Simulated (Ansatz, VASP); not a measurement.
One calculation of SiC, two programs

```
Si C
1.0
     0.01448    2.15736    2.14289
     2.15736    0.01448    2.14289
     2.17184    2.17184    0.00000
Si C
1 1
Direct
  0.00074 0.00074 0.99926
  0.24926 0.24926 0.25074
```

Change from the starting cell: strained cell.

Alike in both runs: functional LDA; k mesh 10 × 10 × 10; occupations gaussian, width 0.02 eV; no spin polarisation.

Ansatz relaxed the structure, and its values are those at the end. VASP's run is a single point on that final structure, the one shown.

```csv
,VASP,Ansatz
version,VASP 6.6.1,Ansatz 0.2.0
potentials or method,"VASP PAW LDA potentials, release 64 (Si, C)","scalar-relativistic, plane waves, PAW"
plane-wave cutoff (eV),520,420
valence electrons in the cell,8,8
```

VASP gave:

| Quantity | Value |
| --- | --- |
| gap on the k mesh at the Fermi level (eV) | 1.16 |
| least direct gap on the mesh (eV) | 4.41 |
| pressure (GPa) | 4.4 |

**Question.** Which values does Ansatz return?

**Answer.** gap on the k mesh at the Fermi level (eV): 1.18; least direct gap on the mesh (eV): 4.43; pressure (GPa): 4.0.

Ansatz warned: «pseudo_functional_mismatch».

A k mesh can miss the band edges.
